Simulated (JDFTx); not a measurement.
# ZnS (F-43m) in JDFTx: reference runs

How does ZnS come out in PBE? The cell is run as given and disturbed.

All numbers are computed with JDFTx 1.7.0 (patched build); they aren't measurements. Logs are shortened: lines on timing, memory, paths and dates and some standing lists are left out, and cuts for length are marked. The log counts tension as positive stress, the text compression.

**What was measured.**

From “Electronic, vibrational, and thermodynamic properties of ZnS (zincblende and rocksalt structure)”, 2009, arxiv:0911.5022, for a bulk crystal of ZnS at 19 K: band gap 3.85 eV (direct).

How close the calculation comes is told below.

## 1. Starting point

The structure is cubic, space group F-43m (No. 216). The conventional cell has a = 5.404 Å, b = 5.404 Å, c = 5.404 Å, α = 90.00°, β = 90.00°, γ = 90.00°. Zn (site symmetry -43m) has 4 S at 2.34 Å as nearest neighbours. S (site symmetry -43m) has 4 Zn at 2.34 Å as nearest neighbours.

## 2. Single point, PBE

Contents of ZnS.in:

```
lattice \
    0.0000000000     5.1060399887     5.1060399887 \
    5.1060399887     0.0000000000     5.1060399887 \
    5.1060399887     5.1060399887     0.0000000000
coords-type Lattice
ion Zn     0.7500000000     0.7500000000     0.7500000000 1
ion S      0.0000000000     0.0000000000     0.0000000000 1

ion-species pseudo/Zn.upf
ion-species pseudo/S.upf
elec-cutoff 42 336
elec-ex-corr gga-PBE
kpoint-folding 9 9 9
elec-smearing Fermi 0.0018374661
elec-n-bands 19
electronic-SCF nIterations 100 energyDiffThreshold 1e-09
electronic-minimize nIterations 30 energyDiffThreshold 1e-7
converge-empty-states yes
forces-output-coords Cartesian

dump-name run.$VAR
dump End Ecomponents EigStats BandEigs Kpoints Forces Stress
```

Potentials or basis: PseudoDojo-SR-PBE-0.5-standard with smoothed tails.

Launch:

```bash
$ jdftx -c 1 -i ZnS.in -o ZnS.out
```

Output:

```text
*************** JDFTx 1.7.0 (patched build) ***************

Input parsed successfully to the following command list (including defaults):
[... the input with its defaults ...]

---------- Setting up symmetries ----------

Found 48 point-group symmetries of the bravais lattice
Found 24 space-group symmetries with basis
Applied RMS atom displacement 0 bohrs to make symmetries exact.

---------- Initializing the Grid ----------
R =
[            0      5.10604      5.10604  ]
[      5.10604            0      5.10604  ]
[      5.10604      5.10604            0  ]
unit cell volume = 266.246
G =
[   -0.61527    0.61527    0.61527  ]
[    0.61527   -0.61527    0.61527  ]
[    0.61527    0.61527   -0.61527  ]
Minimum fftbox size, Smin = [  60  60  60  ]
Chosen fftbox size, S = [  60  60  60  ]

---------- Initializing tighter grid for wavefunction operations ----------
R =
[            0      5.10604      5.10604  ]
[      5.10604            0      5.10604  ]
[      5.10604      5.10604            0  ]
unit cell volume = 266.246
G =
[   -0.61527    0.61527    0.61527  ]
[    0.61527   -0.61527    0.61527  ]
[    0.61527    0.61527   -0.61527  ]
Minimum fftbox size, Smin = [  44  44  44  ]
Chosen fftbox size, S = [  48  48  48  ]

---------- Exchange Correlation functional ----------
Initalized PBE GGA exchange.
Initalized PBE GGA correlation.

---------- Setting up pseudopotentials ----------
Width of ionic core gaussian charges (only for fluid interactions / plotting) set to 0

Reading pseudopotential file 'pseudo/Zn.upf':
  'Zn' pseudopotential, 'PBE' functional
  Generated using ONCVPSP code by D. R. Hamann
  20 valence electrons, 4 orbitals, 6 projectors, 1001 radial grid points, with lMax = 2
    3S    l: 0   occupation:  2.0   eigenvalue: -4.749201
    3P    l: 1   occupation:  6.0   eigenvalue: -3.064985
    3D    l: 2   occupation: 10.0   eigenvalue: -0.372654
    4S    l: 0   occupation:  2.0   eigenvalue: -0.219719
  Core radius for overlap checks: 1.79 bohrs.

Reading pseudopotential file 'pseudo/S.upf':
  'S' pseudopotential, 'PBE' functional
  Generated using ONCVPSP code by D. R. Hamann
  6 valence electrons, 2 orbitals, 6 projectors, 1001 radial grid points, with lMax = 2
    3S    l: 0   occupation:  2.0   eigenvalue: -0.634163
    3P    l: 1   occupation:  4.0   eigenvalue: -0.257567
  Core radius for overlap checks: 1.43 bohrs.

Initialized 2 species with 2 total atoms.

Folded 1 k-points by 9x9x9 to 729 k-points.

---------- Setting up k-points, bands, fillings ----------
Adding inversion symmetry to k-mesh for non-inversion-symmetric unit cell.
Reduced to 35 k-points under symmetry.
Computing the number of bands and number of electrons
Calculating initial fillings.
nElectrons:  26.000000   nBands: 19   nStates: 35

----- Setting up reduced wavefunction bases (one per k-point) -----
average nbasis = 3461.069 , ideal nbasis = 3461.390

---------- Setting up ewald sum ----------
Optimum gaussian width for ewald sums = 2.319075 bohr.
Real space sum over 1331 unit cells with max indices [  5  5  5  ]
Reciprocal space sum over 2197 terms with max indices [  6  6  6  ]

---------- Allocating electronic variables ----------
Initializing wave functions:  linear combination of atomic orbitals
Note: number of bands (19) exceeds available atomic orbitals (14)
Zn pseudo-atom occupations:   s ( 2 2 )  p ( 6 )  d ( 10 )
S pseudo-atom occupations:   s ( 2 )  p ( 4 )
	FillingsUpdate:  mu: +0.354211954  nElectrons: 26.000000
LCAOMinimize: Iter:   0  F: -216.7568811771377000  |grad|_K:  2.731e-03  alpha:  1.000e+00
	FillingsUpdate:  mu: +0.327295644  nElectrons: 26.000000
LCAOMinimize: Iter:   1  F: -216.7844975903455236  |grad|_K:  4.086e-05  alpha:  5.658e-01  linmin: -1.273e-01  cgtest:  5.326e-01
LCAOMinimize: Encountered beta<0, resetting CG.
	FillingsUpdate:  mu: +0.327106588  nElectrons: 26.000000
LCAOMinimize: Iter:   2  F: -216.7845061059136640  |grad|_K:  1.118e-05  alpha:  8.073e-01  linmin: -5.702e-04  cgtest:  4.677e-03
	FillingsUpdate:  mu: +0.327209751  nElectrons: 26.000000
LCAOMinimize: Iter:   3  F: -216.7845066485907353  |grad|_K:  5.922e-07  alpha:  6.868e-01  linmin: -8.427e-04  cgtest: -2.062e-02
	FillingsUpdate:  mu: +0.327205374  nElectrons: 26.000000
LCAOMinimize: Iter:   4  F: -216.7845066505124407  |grad|_K:  6.742e-08  alpha:  8.676e-01  linmin:  4.029e-03  cgtest: -2.239e-02
LCAOMinimize: Converged (|Delta F|<1.000000e-06 for 2 iters).

-------- Electronic minimization -----------
Will mix electronic density at each iteration.
	FillingsUpdate:  mu: +0.327205374  nElectrons: 26.000000
	FillingsUpdate:  mu: +0.317617072  nElectrons: 26.000000
SCF: Cycle:  0   F: -216.856727167682578   dF: -7.222e-02   |Residual|: 1.007e-01   |deigs|: 1.228e-01
	FillingsUpdate:  mu: +0.309044494  nElectrons: 26.000000
SCF: Cycle:  1   F: -216.869830312417491   dF: -1.310e-02   |Residual|: 3.848e-02   |deigs|: 1.782e-02
	FillingsUpdate:  mu: +0.306792424  nElectrons: 26.000000
SCF: Cycle:  2   F: -216.870691250850143   dF: -8.609e-04   |Residual|: 1.135e-02   |deigs|: 3.981e-03
	FillingsUpdate:  mu: +0.307751032  nElectrons: 26.000000
SCF: Cycle:  3   F: -216.870715799057649   dF: -2.455e-05   |Residual|: 3.470e-03   |deigs|: 1.836e-03
	FillingsUpdate:  mu: +0.308518691  nElectrons: 26.000000
SCF: Cycle:  4   F: -216.870721704881589   dF: -5.906e-06   |Residual|: 1.041e-03   |deigs|: 1.473e-03
	FillingsUpdate:  mu: +0.308504102  nElectrons: 26.000000
SCF: Cycle:  5   F: -216.870722445169179   dF: -7.403e-07   |Residual|: 4.959e-04   |deigs|: 4.164e-04
	FillingsUpdate:  mu: +0.308636625  nElectrons: 26.000000
SCF: Cycle:  6   F: -216.870722771596604   dF: -3.264e-07   |Residual|: 1.699e-04   |deigs|: 2.521e-04
	FillingsUpdate:  mu: +0.308638645  nElectrons: 26.000000
SCF: Cycle:  7   F: -216.870722838211861   dF: -6.662e-08   |Residual|: 8.086e-05   |deigs|: 1.714e-04
	FillingsUpdate:  mu: +0.308644433  nElectrons: 26.000000
SCF: Cycle:  8   F: -216.870722861533352   dF: -2.332e-08   |Residual|: 5.612e-05   |deigs|: 1.403e-04
	FillingsUpdate:  mu: +0.308645276  nElectrons: 26.000000
SCF: Cycle:  9   F: -216.870722870887391   dF: -9.354e-09   |Residual|: 2.064e-05   |deigs|: 1.779e-04
	FillingsUpdate:  mu: +0.308645000  nElectrons: 26.000000
SCF: Cycle: 10   F: -216.870722873828356   dF: -2.941e-09   |Residual|: 1.104e-05   |deigs|: 1.049e-04
	FillingsUpdate:  mu: +0.308645528  nElectrons: 26.000000
SCF: Cycle: 11   F: -216.870722874937258   dF: -1.109e-09   |Residual|: 6.052e-06   |deigs|: 1.060e-04
	FillingsUpdate:  mu: +0.308645751  nElectrons: 26.000000
SCF: Cycle: 12   F: -216.870722875334650   dF: -3.974e-10   |Residual|: 8.719e-07   |deigs|: 7.900e-05
	FillingsUpdate:  mu: +0.308645806  nElectrons: 26.000000
SCF: Cycle: 13   F: -216.870722875502310   dF: -1.677e-10   |Residual|: 3.824e-07   |deigs|: 1.880e-04
SCF: Converged (|Delta E|<1.000000e-09 for 2 iters).

Setting wave functions to eigenvectors of Hamiltonian
Converging empty states (this may take a while):
EmptyStates: None of the convergence criteria satisfied.
|deigs|: 4.976e-04

# Stress tensor in Cartesian coordinates [Eh/a0^3]:
[ -5.36813e-05            0            0  ]
[            0 -5.36813e-05            0  ]
[            0            0 -5.36813e-05  ]

# Ionic positions in lattice coordinates:
ion Zn   0.750000000000000   0.750000000000000   0.750000000000000 1
ion S   0.000000000000000   0.000000000000000   0.000000000000000 1

# Forces in Cartesian coordinates:
force Zn   0.000000000000000  -0.000000000000000   0.000000000000000 1
force S  -0.000000000000000  -0.000000000000000   0.000000000000000 1

# Energy components:
   Eewald =     -107.2976564015457797
       EH =       92.2946842680409816
     Eloc =     -229.0990765549356922
      Enl =      -46.6991075851055584
      Exc =      -25.6340285555942486
 Exc_core =        3.2352110579370912
       KE =       96.3292508957012217
-------------------------------------
     Etot =     -216.8707228755019685
       TS =        0.0000000000003417
-------------------------------------
        F =     -216.8707228755023095

IonicMinimize: Iter:   0  F: -216.870722875502310  |grad|_K:  9.253e-36
IonicMinimize: Converged (|grad|_K<1.000000e-04).

#--- Lowdin population analysis ---
# oxidation-state Zn +1.267
# oxidation-state S -1.055

Dumping 'run.eigStats' ...
	eMin: -4.321350 at state 0 ( [ +0.000000 +0.000000 +0.000000 ] spin 0 )
	HOMO: +0.268338 at state 0 ( [ +0.000000 +0.000000 +0.000000 ] spin 0 )
	mu  : +0.308646
	LUMO: +0.345996 at state 0 ( [ +0.000000 +0.000000 +0.000000 ] spin 0 )
	eMax: +0.777497 at state 32 ( [ +0.111111 +0.444444 -0.444444 ] spin 0 )
	HOMO-LUMO gap: +0.077658
	Optical gap  : +0.077658 at state 0 ( [ +0.000000 +0.000000 +0.000000 ] spin 0 )
WARNING: the last solve of the electrons (or of bands or displaced states from it) ended unconverged.
Done!
[note: the Lowdin charges miss the electrons that lie outside the files' atomic orbitals]
[note: mu as printed may lie anywhere between the filled and the empty levels]
```

Run time: 2.3 min. Hardware: 1 thread of Arm Neoverse V2, shared host; peak memory 0.15 GiB.

Results:

```yaml
Free_energy: -5901.3530 eV
Pressure: 1.6 GPa
Band_gap_on_the_k_mesh: 2.11 eV, direct
```

Caveat: the empty levels aren't tightly converged.

## 3. Single point, PBE (atoms moved at random, drawn with an rms of 0.05 Å)

ZnS.in, as its differences from that of step 2:

```diff
@@ -5,4 +5,4 @@
 coords-type Lattice
-ion Zn     0.7500000000     0.7500000000     0.7500000000 1
-ion S      0.0000000000     0.0000000000     0.0000000000 1
+ion Zn     0.7397190000     0.7437320000     0.7477960000 1
+ion S     -0.0090390000     0.0118540000    -0.0118510000 1
```

Potentials or basis: PseudoDojo-SR-PBE-0.5-standard with smoothed tails.

Launch:

```bash
$ jdftx -c 1 -i ZnS.in -o ZnS.out
```

It took 23 min on 1 thread of Arm Neoverse V2, shared host; peak memory 1.1 GiB.

Results (log left out):

| Property | Result |
| --- | --- |
| Free energy | -5901.3414 eV |
| Pressure | 1.7 GPa |
| Largest force | 0.392 eV/Å |
| Band gap on the k mesh | 2.07 eV, direct |

Forces in eV/Å, atoms in the order of the input:
```
Zn   0.162 -0.162  0.317
S   -0.163  0.162 -0.317
```

Stress tensor (GPa, compression positive):
```
 1.74 -1.26  0.64
-1.26  1.74 -0.64
 0.64 -0.64  1.66
```

Levels at points of the mesh, in eV from the valence-band top:
```csv
k point,band 11,band 12,band 13,band 14,band 15,band 16
"(0.00, 0.00, 0.00)",-0.11,-0.03,0.00,2.07,6.32,6.33
```

## 4. Single point, PBE

ZnS.in, as its differences from that of step 3:

```diff
@@ -5,4 +5,4 @@
 coords-type Lattice
-ion Zn     0.7397190000     0.7437320000     0.7477960000 1
-ion S     -0.0090390000     0.0118540000    -0.0118510000 1
+ion Zn     0.7500000000     0.7500000000     0.7500000000 1
+ion S      0.0000000000     0.0000000000     0.0000000000 1
 
@@ -21,2 +21,2 @@
 dump-name run.$VAR
-dump End Ecomponents EigStats BandEigs Kpoints Forces Stress
+dump End Ecomponents EigStats BandEigs Kpoints Forces Stress ElecDensity Dtot KEdensity
```

Launch:

```bash
$ jdftx -c 1 -i ZnS.in -o ZnS.out
```

It took 3 min on 1 thread of Arm Neoverse V1, shared host; peak memory 0.16 GiB.

It converged, with:

```yaml
Free_energy: -5901.3530 eV
Pressure: 1.6 GPa
Band_gap_on_the_k_mesh: 2.11 eV, direct
```

Levels at points of the mesh, in eV from the valence-band top:
```
           k point  band 9  band 10  band 11  band 12  band 13  band 14  band 15  band 16  band 17  band 18
(0.00, 0.00, 0.00)   -5.84    -5.84     0.00     0.00     0.00     2.11     6.38     6.38     6.38    11.63
```

Caveat: the empty levels aren't tightly converged.

## 5. Single point, PBE (atoms moved at random, drawn with an rms of 0.05 Å)

ZnS.in, as its differences from that of step 4:

```diff
@@ -5,4 +5,4 @@
 coords-type Lattice
-ion Zn     0.7500000000     0.7500000000     0.7500000000 1
-ion S      0.0000000000     0.0000000000     0.0000000000 1
+ion Zn     0.7397190000     0.7437320000     0.7477960000 1
+ion S     -0.0090390000     0.0118540000    -0.0118510000 1
```

Launch:

```bash
$ jdftx -c 1 -i ZnS.in -o ZnS.out
```

Wall time 30 min (1 thread of Arm Neoverse V1, shared host); peak memory 1.1 GiB.

The run converged. Its results:

```
Free energy            : -5901.3414 eV
Pressure               : 1.7 GPa
Largest force          : 0.392 eV/Å
Band gap on the k mesh : 2.07 eV, direct
```

Forces in eV/Å, atoms in the order of the input:
```
Zn   0.162 -0.162  0.317
S   -0.163  0.162 -0.317
```

Stress tensor (GPa, compression positive):
```
 1.74 -1.26  0.64
-1.26  1.74 -0.64
 0.64 -0.64  1.66
```

Levels at points of the mesh, in eV from the valence-band top:
| k point | band 11 | band 12 | band 13 | band 14 | band 15 | band 16 |
| --- | --- | --- | --- | --- | --- | --- |
| (0.00, 0.00, 0.00) | -0.11 | -0.03 | 0.00 | 2.07 | 6.32 | 6.33 |

## 6. Against experiment

Step 2. Against the measured gap of ZnS, 3.85 eV (direct; 19 K; quoted in “Electronic, vibrational, and thermodynamic properties of ZnS (zincblende and rocksalt structure)”, 2009, arxiv:0911.5022), the calculated 2.11 eV is off by -1.74 eV. The value is that of PBE, without temperature or zero-point motion. Semilocal functionals fall short of measured gaps as a rule.

Step 4. A measured gap of ZnS is 3.85 eV (direct; 19 K; quoted in “Electronic, vibrational, and thermodynamic properties of ZnS (zincblende and rocksalt structure)”, 2009, arxiv:0911.5022); the calculated 2.11 eV misses it by -1.74 eV. The value is that of PBE, without temperature or zero-point motion. Semilocal functionals fall short of measured gaps as a rule.
